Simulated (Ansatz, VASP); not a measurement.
## Two plane-wave programs on PbO

Contents of INCAR:

```
SYSTEM = PbO
ALGO = Normal ; EDIFF = 1E-7
ENCUT = 520 ; GGA = PE
ISIF = 2 ; ISMEAR = 0
LASPH = .TRUE. ; LCHARG = .FALSE.
LREAL = .FALSE. ; LWAVE = .FALSE.
NBANDS = 28 ; NELM = 100
PREC = Accurate ; SIGMA = 0.05
```

Contents of KPOINTS:

```
k-points
0
G
  8 8 6
  0 0 0
```

POSCAR

```
PbO
1.0
    3.7756800000      0.0000000000      0.0000000000
    0.0000000000      3.7756800000      0.0000000000
    0.0000000000      0.0000000000      5.1475500000
Pb O
2 2
Direct
    0.0000000000      0.5000000000      0.2351000000
    0.5000000000      0.0000000000      0.7649000000
    0.0000000000      0.0000000000      0.0000000000
    0.5000000000      0.5000000000      0.0000000000
```

Input for Ansatz:

```yaml
crystal:
  lattice:
    - [3.77568, 0.0, 0.0]
    - [0.0, 3.77568, 0.0]
    - [0.0, 0.0, 5.14755]
  atoms:
    - { symbol: Pb, position: [0.0, 0.5, 0.2351] }
    - { symbol: Pb, position: [0.5, 0.0, 0.7649] }
    - { symbol: O, position: [0.0, 0.0, 0.0] }
    - { symbol: O, position: [0.5, 0.5, 0.0] }
basis:
  ecutwfc: 420
kpoints:
  mp_grid: { grid: [8, 8, 6] }
hamiltonian:
  xc: pbe
scf:
  occupations: { method: gaussian, width: 0.05 }
output:
  forces: true
  stress: true
  eigenvalues: true
```

Change from the starting cell: strain -0.050 along x and y, +0.025 along z, atoms carried along.

Alike in both runs: task single point; functional PBE; k mesh 8 × 8 × 6; occupations gaussian, width 0.05 eV; no spin polarisation.

```csv
,VASP,Ansatz
version,VASP 6.6.1,Ansatz 0.2.0
potentials or method,"VASP PAW PBE potentials, release 64 (Pb_d, O)","scalar-relativistic, plane waves, PAW"
plane-wave cutoff (eV),520,420
valence electrons in the cell,40,40
```

|  | VASP | Ansatz | Ansatz less VASP |
| --- | --- | --- | --- |
| gap on the k mesh at the Fermi level (eV) | 0.90 | 0.89 | -0.010 |
| least direct gap on the mesh (eV) | 2.35 | 2.34 | -0.002 |
| pressure (GPa) | 14.6 | 14.5 | -0.14 |
| largest component of the traceless stress (GPa) | 4.16 | 4.16 | +0.001 |
| rms of the force components (eV/Å) | 0.583 | 0.561 | -0.0226 |

Atom by atom the forces differ by 0.023 eV/Å (rms over components). With one functional, cell and mesh, what is left measures potentials, basis and numerics.

Caveats: spin-orbit coupling is left out, which as a rule narrows the gap of such compounds by several tenths of an eV; forces of over 1 eV/Å show positions far from the minimum, so gaps and moduli don't describe the material at rest. A k mesh can miss the band edges.
